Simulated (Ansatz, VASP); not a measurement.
## Two plane-wave programs on CaO

File INCAR:

```
SYSTEM = CaO
  PREC = Accurate
  ENCUT = 520
  EDIFF = 1E-6
  ISMEAR = 0
  SIGMA = 0.05
  LREAL = .False.
  LASPH = .True.
  NELM = 60
  ALGO = Normal
  ISIF = 2
  LWAVE = .False.
  LCHARG = .False.
  GGA = CA
  NBANDS = 15
```

The input KPOINTS:

```
regular mesh
0
Gamma
  8 8 8
  0 0 0
```

Contents of POSCAR:

```
CaO
1.0
    0.0061225000      2.4490000000      2.4490000000
    2.4490000000      0.0061225000      2.4490000000
    2.4551225000      2.4551225000      0.0000000000
Ca O
1 1
Direct
    0.0000000000      0.0000000000      0.0000000000
    0.5000000000      0.5000000000      0.5000000000
```

Input for Ansatz:

```yaml
crystal:
  lattice:
    - [0.0061225, 2.449, 2.449]
    - [2.449, 0.0061225, 2.449]
    - [2.4551225, 2.4551225, 0.0]
  atoms:
    - { symbol: Ca, position: [0.0, 0.0, 0.0] }
    - { symbol: O, position: [0.5, 0.5, 0.5] }
basis:
  ecutwfc: 420
kpoints:
  mp_grid: { grid: [8, 8, 8] }
hamiltonian:
  xc: lda
scf:
  occupations: { method: gaussian, width: 0.05 }
output:
  forces: true
  stress: true
  eigenvalues: true
```

Change from the starting cell: strain +0.0050 x Voigt [0, 0, 0, 0, 0, 1], atoms carried along.

Alike in both runs: task single point; functional LDA; k mesh 8 × 8 × 8; occupations gaussian, width 0.05 eV; no spin polarisation.

|  | VASP | Ansatz |
| --- | --- | --- |
| version | VASP 6.6.1 | Ansatz 0.2.0 |
| potentials or method | VASP PAW LDA potentials, release 64 (Ca_sv, O) | scalar-relativistic, plane waves, PAW |
| plane-wave cutoff (eV) | 520 | 420 |
| valence electrons in the cell | 16 | 16 |

```csv
,VASP,Ansatz,Ansatz less VASP
gap on the k mesh at the Fermi level (eV),3.47,3.49,+0.023
least direct gap on the mesh (eV),3.85,3.88,+0.025
pressure (GPa),-11.2,-11.8,-0.60
largest component of the traceless stress (GPa),0.38,0.39,+0.003
```

A k mesh can miss the band edges.
